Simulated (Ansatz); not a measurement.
# Electron scattering at the Σ5 (210) boundary in bcc W with Ta (substitutional)

Wanted: what the Σ5 (210) boundary in bcc W with Ta (substitutional) costs an interconnect.

Program: Ansatz 0.2.0. Level of theory: Ansatz plane-wave DFT, PBE, PAW files; relaxation of a bicrystal slab with its lowest layers held; PAW set soft_1, in the first sound run; inputs show where later runs differ. Results are calculated unless marked as measured.

## (1) The starting structure

The cell holds 27 atoms: 26 W and 1 Ta. Its edges and angles: a = 7.077 Å, b = 3.165 Å, c = 30.107 Å, α = 90.0°, β = 90.0°, γ = 90.0°. It derives from W. built on the (2 1 0) plane; 2 overlapping atoms removed and the grains opened by 0 Å. Vacuum lies along c.

## (2) Relaxing the bicrystal

The boundary is built by mirroring the lower grain in the boundary plane and removing any atoms that overlap; then the Ta is put in at the boundary. A thin bicrystal slab is relaxed first, with the lowest layers held and the upper grain free to shift and open.

The input, input.yaml:

```yaml
crystal:
  lattice:
    - [7.0767079352, 0.0, 0.0]
    - [0.0, 3.1648, 0.0]
    - [0.0, 0.0, 30.1071114245]
  atoms:
    - { symbol: W, position: [0.3999999999, 0.0, 0.1660737202] }
    - { symbol: W, position: [0.6999999999, 0.5, 0.1895788245] }
    - { symbol: W, position: [0.9999999999, 0.0, 0.2130839288] }
    - { symbol: W, position: [0.2999999999, 0.5, 0.2365890331] }
    - { symbol: W, position: [0.6, 0.0, 0.2600941373] }
    - { symbol: W, position: [0.9, 0.5, 0.2835992416] }
    - { symbol: W, position: [0.2, 0.0, 0.3071043459] }
    - { symbol: W, position: [0.5, 0.5, 0.3306094502] }
    - { symbol: W, position: [0.8, 0.0, 0.3541145545] }
    - { symbol: W, position: [0.1, 0.5, 0.3776196587] }
    - { symbol: W, position: [0.4, 0.0, 0.401124763] }
    - { symbol: W, position: [0.7, 0.5, 0.4246298673] }
    - { symbol: Ta, position: [0.0, 0.0, 0.4481349716] }
    - { symbol: W, position: [0.4, 0.0, 0.4951451801] }
    - { symbol: W, position: [0.1, 0.5, 0.5186502844] }
    - { symbol: W, position: [0.8, 0.0, 0.5421553887] }
    - { symbol: W, position: [0.5, 0.5, 0.5656604929] }
    - { symbol: W, position: [0.2, 0.0, 0.5891655972] }
    - { symbol: W, position: [0.9, 0.5, 0.6126707015] }
    - { symbol: W, position: [0.6, 0.0, 0.6361758058] }
    - { symbol: W, position: [0.2999999999, 0.5, 0.6596809101] }
    - { symbol: W, position: [0.9999999999, 0.0, 0.6831860143] }
    - { symbol: W, position: [0.6999999999, 0.5, 0.7066911186] }
    - { symbol: W, position: [0.3999999999, 0.0, 0.7301962229] }
    - { symbol: W, position: [0.0999999999, 0.5, 0.7537013272] }
    - { symbol: W, position: [0.7999999999, 0.0, 0.7772064314] }
    - { symbol: W, position: [0.4999999999, 0.5, 0.8007115357] }
kpoints:
  mp_grid: { grid: [4, 7, 1] }
hamiltonian:
  xc: pbe
  pseudopotentials: { kind: paw, azcp: { folder: soft_1 } }
scf:
  occupations: { method: fermi_dirac, width: 0.1 }
relax:
  f_tol: 0.03
  max_steps: 80
  constraints: [{ sites: [0, 1, 2, 3, 4] }]
```

On the command line:

```
$ ansatz run input.yaml --threads 4 --pin off --max-ram 15360MiB --backend cpu --events-out ev --progress --plain --runs-dir out
```

Numbers of over 12 decimals in the logs are rounded to 6 here.

Output:

```text
Engine: ansatz 0.2.0, aarch64-unknown-linux-gnu
Pseudopotentials: kind: paw
Pseudopotential: W, paw, valence charge 14, recommended cutoff 420 eV (normal), soft_1/W.paw.azcp
Pseudopotential: Ta, paw, valence charge 13, recommended cutoff 420 eV (normal), soft_1/Ta.paw.azcp
Functional definition: PBE
  parameter kappa = 0.804
  parameter beta = 0.066725
  exchange = pbe_x(kappa = kappa, mu = beta*pi^2/3)
  correlation = pbe_c(beta = beta)
Crystal: 27 atoms, lattice volume = 674.290 Å³
Basis set: ecut = 420 eV, 13145 PW (Γ), exchange–correlation on 96×48×432 points (8 copies of the dense FFT grid, shifted against one another)
Bands: 227, of which v1, the nominal top of the filled ones, is band 189 counted from 1 (188 counted from 0)
Symmetry: 2 space group operations
Space group: Pm (ITA 6), of the structure as read, at distance tolerance 8.8e-5 Å
k-points: 12 of 28 (time reversal used)
Non-local potential: W, projectors of the file, l = 0: 3, l = 1: 2, l = 2: 2, l = 3: 1
Non-local potential: Ta, projectors of the file, l = 0: 3, l = 1: 2, l = 2: 2, l = 3: 1
PAW form: soft (Blöchl's): semilocal exchange-correlation on the pseudo side does not see the compensation charge
PAW one-centre angular grid: W, 590 points (default); XC on 64 Gauss nodes
PAW one-centre angular grid: Ta, 590 points (default); XC on 64 Gauss nodes
Initial density: superposition of atomic densities (neutral atoms: chi_scale 0, normalization atom)
Initial wavefunctions: pseudopotential atomic-orbital guess
Functional: x = pbe(κ = 0.804, μ = 0.219515), c = pbe(β = 0.066725)
SCF iter   1: F=—  HF=-279964.068156 eV  |F-HF|=—  |Δ(HF+E_count)|=         —  Δρ=5.72e-2  dr2=2.42e2  ethr=3.10e-3  ⟨swp⟩=8.2  Hψ=11975  notcnv=0
preconditioner: auto → LDOS  [metal: Δε(μ)=0.013 eV  Ē_g=5.005 eV  σ=0.100 eV  W_gap=0.03  n_scr=176 (ndim 8)  ℏωp=18.1 eV  f_vac=0.282  D(μ)=19.99/eV (n_scr^D=144)  β→1.0]
SCF iter   2: F=—  HF=-279958.096244 eV  |F-HF|=—  |Δ(HF+E_count)|=    5.97e0  Δρ=4.26e-2  dr2=1.56e2  ethr=3.10e-3  ⟨swp⟩=5.0  Hψ=7528  notcnv=0  defer=7
SCF iter   3: F=—  HF=-279952.710085 eV  |F-HF|=—  |Δ(HF+E_count)|=    5.39e0  Δρ=8.69e-3  dr2=2.16e0  ethr=3.10e-3  ⟨swp⟩=4.2  Hψ=6009  notcnv=0  defer=10
SCF iter   4: F=—  HF=-279952.423428 eV  |F-HF|=—  |Δ(HF+E_count)|=   2.87e-1  Δρ=2.68e-3  dr2=1.10e-1  ethr=5.73e-4  ⟨swp⟩=3.1  Hψ=4265  notcnv=0  defer=8
SCF iter   5: F=—  HF=-279952.419371 eV  |F-HF|=—  |Δ(HF+E_count)|=   4.06e-3  Δρ=1.27e-3  dr2=5.92e-2  ethr=2.92e-5  ⟨swp⟩=3.2  Hψ=5208  notcnv=0  defer=7
SCF iter   6: F=—  HF=-279952.415626 eV  |F-HF|=—  |Δ(HF+E_count)|=   3.75e-3  Δρ=4.53e-4  dr2=1.02e-2  ethr=1.57e-5  ⟨swp⟩=2.1  Hψ=3618  notcnv=0  defer=7
SCF iter   7: F=—  HF=-279952.416652 eV  |F-HF|=—  |Δ(HF+E_count)|=   1.03e-3  Δρ=1.63e-4  dr2=6.82e-4  ethr=2.72e-6  ⟨swp⟩=1.9  Hψ=3403  notcnv=0  defer=7
SCF iter   8: F=—  HF=-279952.416649 eV  |F-HF|=—  |Δ(HF+E_count)|=   3.56e-6  Δρ=5.50e-5  dr2=4.70e-5  ethr=1.81e-7  ⟨swp⟩=2.3  Hψ=3915  notcnv=0  defer=7
SCF iter   9: F=-279952.416649 eV  HF=-279952.416657 eV  |F-HF|=7.54e-6  |Δ(HF+E_count)|=   8.25e-6  Δρ=2.07e-5  dr2=1.11e-5  ethr=5.97e-9  ⟨swp⟩=5.2  Hψ=8894  notcnv=0
SCF 1 converged in 9 iterations: F = -279952.416649 eV  dr2 = 1.11e-5
  greatest PAW one-centre occupation: 0.999 electrons in one spin orbital (limit 2), on the W atom at site 14 (counted from 0), in its partial waves of l = 0
relax step   1: F+E_penalty+E_count = -279952.41664935 eV  Δ(F+E_penalty+E_count) = +0.000e0 eV  max|allowed force component| = 1.755e0 eV/Å  Δτ_max = 0.0000 Å  (9 SCF iters, dr2 threshold 2.25e-5 eV, accepted)
Initial density: handed on by an earlier stage of this run
Initial wavefunctions: those handed on with the density
iter 1 solved again at ethr=7.46e-4 eV; its pass at ethr=3.10e-3 eV (dr2=2.81e0 eV) is discarded
SCF iter   1: F=—  HF=-279953.344992 eV  |F-HF|=—  |Δ(HF+E_count)|=         —  Δρ=1.10e-2  dr2=2.92e0  ethr=7.46e-4  ⟨swp⟩=1.6  Hψ=9608  notcnv=0  defer=2
preconditioner: auto → LDOS  [metal: Δε(μ)=0.002 eV  Ē_g=4.620 eV  σ=0.100 eV  W_gap=0.01  n_scr=176 (ndim 8)  ℏωp=18.1 eV  f_vac=0.289  D(μ)=18.89/eV (n_scr^D=126)  β→1.0]
SCF iter   2: F=—  HF=-279953.211524 eV  |F-HF|=—  |Δ(HF+E_count)|=   1.33e-1  Δρ=5.70e-3  dr2=8.79e-1  ethr=7.46e-4  ⟨swp⟩=4.2  Hψ=4730  notcnv=0  defer=3
SCF iter   3: F=—  HF=-279953.103144 eV  |F-HF|=—  |Δ(HF+E_count)|=   1.08e-1  Δρ=1.80e-3  dr2=8.08e-2  ethr=2.33e-4  ⟨swp⟩=2.8  Hψ=4546  notcnv=0  defer=3
SCF iter   4: F=—  HF=-279953.090668 eV  |F-HF|=—  |Δ(HF+E_count)|=   1.25e-2  Δρ=3.73e-4  dr2=2.45e-3  ethr=2.14e-5  ⟨swp⟩=2.9  Hψ=4913  notcnv=0  defer=3
SCF iter   5: F=—  HF=-279953.090570 eV  |F-HF|=—  |Δ(HF+E_count)|=   9.81e-5  Δρ=1.29e-4  dr2=2.79e-4  ethr=6.50e-7  ⟨swp⟩=2.8  Hψ=4926  notcnv=0  defer=3
SCF iter   6: F=-279953.090597 eV  HF=-279953.090609 eV  |F-HF|=1.13e-5  |Δ(HF+E_count)|=   3.91e-5  Δρ=4.93e-5  dr2=3.86e-5  ethr=2.65e-8  ⟨swp⟩=3.0  Hψ=9857  notcnv=0
SCF 2 converged in 6 iterations: F = -279953.090597 eV  dr2 = 3.86e-5
  greatest PAW one-centre occupation: 0.999 electrons in one spin orbital (limit 2), on the W atom at site 23 (counted from 0), in its partial waves of l = 0
relax step   2: F+E_penalty+E_count = -279953.09059750 eV  Δ(F+E_penalty+E_count) = -6.739e-1 eV  max|allowed force component| = 8.511e-1 eV/Å  Δτ_max = 0.1949 Å  (6 SCF iters, dr2 threshold 1.00e-4 eV, accepted)
iter 1 solved again at ethr=2.59e-3 eV; its pass at ethr=3.10e-3 eV (dr2=9.77e0 eV) is discarded
SCF iter   1: F=—  HF=-279953.480617 eV  |F-HF|=—  |Δ(HF+E_count)|=         —  Δρ=1.45e-2  dr2=1.01e1  ethr=2.59e-3  ⟨swp⟩=1.0  Hψ=9970  notcnv=0  defer=1
preconditioner: auto → LDOS  [metal: Δε(μ)=0.016 eV  Ē_g=4.640 eV  σ=0.100 eV  W_gap=0.04  n_scr=176 (ndim 8)  ℏωp=18.1 eV  f_vac=0.293  D(μ)=19.22/eV (n_scr^D=138)  β→1.0]
SCF iter   2: F=—  HF=-279953.295347 eV  |F-HF|=—  |Δ(HF+E_count)|=   1.85e-1  Δρ=3.82e-3  dr2=2.79e-1  ethr=2.59e-3  ⟨swp⟩=2.1  Hψ=3016  notcnv=0  defer=1
SCF iter   3: F=—  HF=-279953.268980 eV  |F-HF|=—  |Δ(HF+E_count)|=   2.64e-2  Δρ=2.43e-3  dr2=1.20e-1  ethr=7.40e-5  ⟨swp⟩=3.0  Hψ=6107  notcnv=0  defer=1
SCF iter   4: F=—  HF=-279953.249718 eV  |F-HF|=—  |Δ(HF+E_count)|=   1.93e-2  Δρ=9.44e-4  dr2=1.37e-2  ethr=3.18e-5  ⟨swp⟩=2.0  Hψ=3756  notcnv=0  defer=2
SCF iter   5: F=—  HF=-279953.248350 eV  |F-HF|=—  |Δ(HF+E_count)|=   1.37e-3  Δρ=2.25e-4  dr2=1.07e-3  ethr=3.64e-6  ⟨swp⟩=2.0  Hψ=4495  notcnv=0  defer=2
SCF iter   6: F=—  HF=-279953.248245 eV  |F-HF|=—  |Δ(HF+E_count)|=   1.04e-4  Δρ=8.83e-5  dr2=1.48e-4  ethr=2.85e-7  ⟨swp⟩=2.0  Hψ=3953  notcnv=0  defer=2
SCF iter   7: F=-279953.248217 eV  HF=-279953.248224 eV  |F-HF|=6.11e-6  |Δ(HF+E_count)|=   2.17e-5  Δρ=2.64e-5  dr2=9.34e-6  ethr=1.20e-8  ⟨swp⟩=2.6  Hψ=10587  notcnv=0
SCF 3 converged in 7 iterations: F = -279953.248217 eV  dr2 = 9.34e-6
relax step   3: F+E_penalty+E_count = -279953.24821740 eV  Δ(F+E_penalty+E_count) = -1.576e-1 eV  max|allowed force component| = 2.133e-1 eV/Å  Δτ_max = 0.1757 Å  (7 SCF iters, dr2 threshold 4.53e-5 eV, accepted)
[...]
relax step   4: F+E_penalty+E_count = -279953.26661241 eV  Δ(F+E_penalty+E_count) = -1.840e-2 eV  max|allowed force component| = 1.005e-1 eV/Å  Δτ_max = 0.0630 Å  (7 SCF iters, dr2 threshold 2.86e-6 eV, accepted)
SCF iter   1: F=—  HF=-279953.270208 eV  |F-HF|=—  |Δ(HF+E_count)|=         —  Δρ=1.16e-3  dr2=1.44e-2  ethr=9.73e-5  ⟨swp⟩=2.4  Hψ=4538  notcnv=0  defer=2
preconditioner: auto → LDOS  [metal: Δε(μ)=0.020 eV  Ē_g=4.628 eV  σ=0.100 eV  W_gap=0.05  n_scr=176 (ndim 8)  ℏωp=18.1 eV  f_vac=0.293  D(μ)=18.98/eV (n_scr^D=126)  β→1.0]
SCF iter   2: F=—  HF=-279953.269356 eV  |F-HF|=—  |Δ(HF+E_count)|=   8.52e-4  Δρ=4.05e-4  dr2=2.52e-3  ethr=3.82e-6  ⟨swp⟩=2.0  Hψ=4085  notcnv=0  defer=2
SCF iter   3: F=—  HF=-279953.269015 eV  |F-HF|=—  |Δ(HF+E_count)|=   3.42e-4  Δρ=1.41e-4  dr2=4.42e-4  ethr=6.70e-7  ⟨swp⟩=2.6  Hψ=4869  notcnv=0  defer=2
SCF iter   4: F=—  HF=-279953.268947 eV  |F-HF|=—  |Δ(HF+E_count)|=   6.72e-5  Δρ=3.41e-5  dr2=1.38e-5  ethr=1.17e-7  ⟨swp⟩=3.4  Hψ=4707  notcnv=0  defer=2
SCF iter   5: F=—  HF=-279953.269984 eV  |F-HF|=—  |Δ(HF+E_count)|=   1.04e-3  Δρ=9.07e-6  dr2=6.09e-7  ethr=3.67e-9  ⟨swp⟩=2.2  Hψ=4937  notcnv=0  defer=2
SCF iter   6: F=—  HF=-279953.269985 eV  |F-HF|=—  |Δ(HF+E_count)|=   2.24e-7  Δρ=3.75e-6  dr2=2.12e-7  ethr=2.65e-11  ⟨swp⟩=5.8  Hψ=10082  notcnv=0
SCF iter   7: F=-279953.269985 eV  HF=-279953.269985 eV  |F-HF|=7.51e-9  |Δ(HF+E_count)|=   4.06e-8  Δρ=1.27e-6  dr2=2.31e-8  ethr=2.65e-11  ⟨swp⟩=4.9  Hψ=8160  notcnv=0
SCF 5 converged in 7 iterations: F = -279953.269985 eV  dr2 = 2.31e-8
relax step   5: F+E_penalty+E_count = -279953.26998463 eV  Δ(F+E_penalty+E_count) = -3.372e-3 eV  max|allowed force component| = 2.957e-2 eV/Å  Δτ_max = 0.0168 Å  (7 SCF iters, accepted)
SCF converged after 7 iterations
Free energy (F): -279953.269985 eV
Harris-Foulkes:  -279953.269985 eV  (|F-HF|=7.51e-9)
Internal energy: -279952.640570 eV  (E = F + TS)
E sigma→0 (E₀):  -279952.955277 eV
Entropy (-TS):   -0.629415 eV (-23.312 meV/atom)
Fermi energy:    12.648570 eV
--- Per-component energies (eV) ---
  E_band       = -5842.402904
  E_kinetic    = 11323.702674
  E_local      = -339350.826062  (includes V_loc(G=0)·N_el)
  E_nonlocal   = -665.498229
  E_hartree    = 166697.866364
  E_xc         = -7259.554244
  E_vxc        = -6219.277610  (∫ρ·V_xc dr)
  E_paw        = -231327.361899  (= ΣΔE_a)
  E_vpaw       = -4326.237979  (= ΣTr[D̂ρ^β])
  E_aug_tail   = 0.003953  (compensation charges beyond the density's cutoff)
  E_ewald      = 120629.026875
  E_smearing   = -0.629415  (= −TS)
  E_closure    = 0.000000  (closes the sum)
  Σ components = -279953.269985   (vs F -279953.269985, Δ=0.00e0)
--- Forces (eV/Å), atoms counted from 1 ---
  atom   1  W      0.77268749    -0.00000000     1.81631562
  atom   2  W     -0.89960699     0.00000000     0.03520447
  atom   3  W     -0.18369784     0.00000000    -0.27995303
  atom   4  W      0.13632346    -0.00000000    -1.33364736
  atom   5  W      0.15648942    -0.00000000    -0.23237713
  atom   6  W     -0.00059619     0.00000000    -0.01072397
  atom   7  W      0.00056698    -0.00000000     0.01485659
  atom   8  W     -0.00625315     0.00000000    -0.02026518
  atom   9  W      0.00121198    -0.00000000    -0.00690944
  atom  10  W      0.00509999    -0.00000000    -0.01193957
  atom  11  W      0.00952188    -0.00000000     0.00036008
  atom  12  W      0.01617230    -0.00000000     0.01845237
  atom  13  Ta     0.00918128     0.00000000     0.02324225
  atom  14  W     -0.00164499     0.00000000    -0.02956578
  atom  15  W     -0.00837391     0.00000000     0.01399454
  atom  16  W     -0.02179273    -0.00000000    -0.01266344
  atom  17  W      0.00038422    -0.00000000     0.02869022
  atom  18  W      0.00519467    -0.00000000    -0.02704255
  atom  19  W     -0.01042075     0.00000000     0.02185447
  atom  20  W     -0.00830871    -0.00000000    -0.02264372
  atom  21  W      0.00524279     0.00000000     0.01399460
  atom  22  W      0.01885160     0.00000000    -0.00262235
  atom  23  W     -0.00323221    -0.00000000     0.01105751
  atom  24  W      0.00815805     0.00000000    -0.01603824
  atom  25  W     -0.00847121     0.00000000     0.00369460
  atom  26  W     -0.00146834     0.00000000     0.00273586
  atom  27  W      0.00888942    -0.00000000     0.00189609
  max |Σ_I F_I| component: 1.09e-4 eV/Å
--- Relaxed structure (5 steps of the walk, 5 accepted, 0 SCFs on fresh bases) ---
  F+E_penalty+E_count = -279953.26998463 eV   max|allowed force component| = 2.957e-2 eV/Å
  atoms:
    - { symbol: W, position: [0.3999999999, 0.0, 0.166074] }
    - { symbol: W, position: [0.6999999999, 0.500000, 0.189579] }
    - { symbol: W, position: [1.000000, 0.0, 0.213084] }
    - { symbol: W, position: [0.2999999999, 0.500000, 0.236589] }
    - { symbol: W, position: [0.6, 0.0, 0.2600941373] }
    - { symbol: W, position: [0.899486, 0.500000, 0.282893] }
    - { symbol: W, position: [0.200740, -1.8359297471895039e-19, 0.306959] }
    - { symbol: W, position: [0.502858, 0.500000, 0.331337] }
    - { symbol: W, position: [0.798887, 2.7631540271474317e-19, 0.356726] }
    - { symbol: W, position: [0.100915, 0.500000, 0.375336] }
    - { symbol: W, position: [0.405203, -1.2917181155306237e-18, 0.401996] }
    - { symbol: W, position: [0.692514, 0.500000, 0.431315] }
    - { symbol: Ta, position: [0.038045, -9.444760946496839e-18, 0.447802] }
    - { symbol: W, position: [0.426559, -6.59331579791308e-18, 0.489698] }
    - { symbol: W, position: [0.122454, 0.500000, 0.518091] }
    - { symbol: W, position: [0.813803, -3.4265379808172584e-18, 0.535712] }
    - { symbol: W, position: [0.522471, 0.500000, 0.560947] }
    - { symbol: W, position: [0.218437, -4.577052886683996e-18, 0.586234] }
    - { symbol: W, position: [0.917259, 0.500000, 0.608914] }
    - { symbol: W, position: [0.618054, -4.482021503517657e-18, 0.631892] }
    - { symbol: W, position: [0.319910, 0.500000, 0.656439] }
    - { symbol: W, position: [1.018653, -4.630613167416575e-18, 0.680371] }
    - { symbol: W, position: [0.719783, 0.500000, 0.702956] }
    - { symbol: W, position: [0.415860, -3.937239282128006e-18, 0.727939] }
    - { symbol: W, position: [0.113072, 0.500000, 0.751548] }
    - { symbol: W, position: [0.811789, -2.926631497029964e-18, 0.772849] }
    - { symbol: W, position: [0.525409, 0.500000, 0.792323] }
```

Run time: 4.7 min. Hardware: 4 threads of Arm Neoverse V2, shared host; peak memory 3.5 GiB.

Step by step:

```
step  energy less that of the first step (eV)  largest force component (eV/Å)
   1                                   0.0000                          1.7551
   2                                  -0.6739                          0.8511
   3                                  -0.8316                          0.2133
   4                                  -0.8500                          0.1005
   5                                  -0.8533                          0.0296
```

The run keeps the 2 symmetry operations that it works with, so distortions that break them were not tested.

The atoms that moved most (Å):

```
atom      dx     dy      dz  length
 W27   0.180  0.000  -0.253   0.310
Ta13   0.269  0.000  -0.010   0.269
 W14   0.188  0.000  -0.164   0.249
 W16   0.098  0.000  -0.194   0.217
 W17   0.159  0.000  -0.142   0.213
 W12  -0.053  0.000   0.201   0.208
 W20   0.128  0.000  -0.129   0.182
 W23   0.140  0.000  -0.112   0.180
```

Numbers from this step:

```yaml
free_energy: -279953.2700 eV
energy_at_zero_smearing: -279952.9553 eV
fermi_energy: 12.65 eV
```

The largest force component on a free atom ends at 0.030 eV/Å, under the tolerance of 0.03, after 5 steps.

(Continued in part 2 of 2.)

[Logs are printed without paths, hosts, clocks, repeated set-up lines and the standing remarks that a program may print on its own settings, such as how far it seeks lower states.]

[Hosts, paths, dates, database ids (printed as entryN), source tags and the programs' standing remarks are cut or masked in the printed files.]
